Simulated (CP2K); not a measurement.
LiF (Griceite):

```xyz
2
Lattice="2.8482 0.0000 0.0000 1.4241 2.4666 0.0000 1.4241 0.8222 2.3256" Properties=species:S:1:pos:R:3 pbc="T T T"
F     2.8482    1.6444    1.1628
Li    0.0000    0.0000    0.0000
```

Program: CP2K 2026.2. Alike in all runs: task band structure; no spin polarisation; cell as given; k mesh 11 × 11 × 11.

Question: Order these runs on this cell by their pressure, lowest first.
A. level LDA; potentials or basis GTH_POTENTIALS F GTH-PADE-q7, Li GTH-PADE-q3; TZVP-MOLOPT-PBE-GTH basis; smearing fermi-dirac 0.1 eV; EPS_DEFAULT 1.0E-9; NGRIDS 5; points a segment of the path (NPOINTS) 6; bands added on the path 2; CUTOFF of the grids 750 Ry
B. level PBE; potentials or basis POTENTIAL_UZH F GTH-PBE-q7, Li GTH-PBE-q3; TZVP-MOLOPT-PBE-GTH basis; smearing fermi-dirac 0.05 eV; EPS_DEFAULT 1.0E-10; NGRIDS 4; points a segment of the path (NPOINTS) 8; bands added on the path 2; CUTOFF of the grids 750 Ry
C. level r2SCAN; potentials or basis POTENTIAL_UZH F GTH-SCAN-q7, Li GTH-SCAN-q3; TZVP-MOLOPT-SCAN-GTH basis; smearing fermi-dirac 0.01 eV; EPS_DEFAULT 1.0E-9; NGRIDS 5; points a segment of the path (NPOINTS) 6; bands added on the path 4; CUTOFF of the grids 1100 Ry

Answer: A (-6.3 GPa), C (-1.6 GPa), B (2.6 GPa).

Caveats: the basis of atomic orbitals isn't converged, which shifts pressures, moduli and gaps.

Not every run made on this cell is shown here.
